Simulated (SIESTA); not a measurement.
The system is Au.

```
CELL_PARAMETERS angstrom
0.00000 2.03500 2.03500
2.03500 0.00000 2.03500
2.03500 2.03500 0.00000
ATOMIC_POSITIONS crystal
Au 0.00000 0.00000 0.00000
```

```yaml
Program: SIESTA 5.4.2
Task: relaxation of cell and atoms
Functional: vdW-DF2
Potentials_or_basis: PseudoDojo 0.4 standard (PBE files)
Basis: SZP (energy shift 0.01 Ry)
Grid_cutoff: 800 Ry
Energy_shift: 0.01 Ry
k_mesh: 11 × 11 × 11
Occupations: fermi-dirac, width 0.05 eV
Spin: no spin polarisation
```

At the start: pressure 17.5 GPa; volume 16.85 Å³/atom.

Question: How do energy, volume and symmetry change on relaxing?

Answer: Over 3 steps the energy falls by 75.4 meV/atom and the volume is 18.35 Å³/atom (+8.9 %); space group Fm-3m (No. 225, to 0.05 Å).

The path:
```tsv
step	energy change (eV)	largest force (eV/Å)	pressure (GPa)	volume (Å³)
1	0.0000	0.0000	17.51	16.85
2	-0.0750	0.0000	1.18	18.24
3	-0.0754	0.0000	0.11	18.35
```

Final structure:
```
Au
1.0
     0.00002    2.09360    2.09360
     2.09360    0.00002    2.09360
     2.09360    2.09360    0.00002
Au
1
Direct
  0.00000 0.00000 0.00000
```

Caveat: short orbitals over semicore shells can move pressures by several GPa; the potentials were made for another functional, which shifts forces and pressure; the basis of atomic orbitals isn't converged, which shifts pressures, moduli and gaps.
